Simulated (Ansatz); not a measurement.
The reference is ZnTe in the zinc blende structure (space group F-43m, No. 216; a = 6.1792 Å). Axes: x, y, z lie along the cube axes.

The values are results of PBE (Ansatz, a quantum-chemistry and plane-wave program), no spin-orbit coupling, earlier PAW set, not measurements.

Modification: every lattice vector is stretched by 1.34 %, atoms relaxed at fixed cell.

### Question
Predict the stress tensor and what it implies for the stiffness.

### Answer
Stress of the strained cell less that of the base (GPa, compression positive):
```
  -1.57    0.00    0.00
   0.00   -1.57    0.00
   0.00    0.00   -1.57
```

Then B = −ΔP/(ΔV/V₀) with ΔV/V₀ = 0.0407 gives secant stiffness values (nonlinear terms included at this strain): B ≈ 39 GPa.

As a check, the harmonic strain energy −½ V₀ Δσ:ε is 5.8 meV/atom; the computed energy rise is 6.1 meV/atom.

Whether these cells are dynamically stable was not tested.
